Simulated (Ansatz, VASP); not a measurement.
## KI in VASP and in Ansatz

```xyz
2
Lattice="4.2477 0.0000 0.0000 0.0000 4.2477 0.0000 0.0000 0.0000 4.2477" Properties=species:S:1:pos:R:3 pbc="T T T"
K     0.0000    0.0000    0.0000
I     2.1239    2.1239    2.1239
```

Alike in both runs: task single point; functional r2SCAN; k mesh 6 × 6 × 6; no spin polarisation.

|  | VASP | Ansatz |
| --- | --- | --- |
| version | VASP 6.6.1 | Ansatz 0.2.0 |
| potentials or method | VASP PAW PBE potentials, release 64 (K_sv, I) | plane waves, PAW |
| plane-wave cutoff (eV) | 520 | 500 |
| occupations | gaussian, width 0.01 eV | fixed |
| valence electrons in the cell | 16 | 26 |

|  | VASP | Ansatz | Ansatz less VASP |
| --- | --- | --- | --- |
| gap on the k mesh at the Fermi level (eV) | 4.13 | 4.13 | +0.002 |
| pressure (GPa) | 0.5 | 0.5 | +0.01 |

The two sets of potentials don't hold the same shells in valence.

Caveats: the PAW data sets were made with another functional, which shifts forces and pressure a little (VASP); spin-orbit coupling is left out, which moves the levels of the heavy elements. r2SCAN opens gaps a little over a GGA but as a rule still falls short of measured ones. A k mesh can miss the band edges.
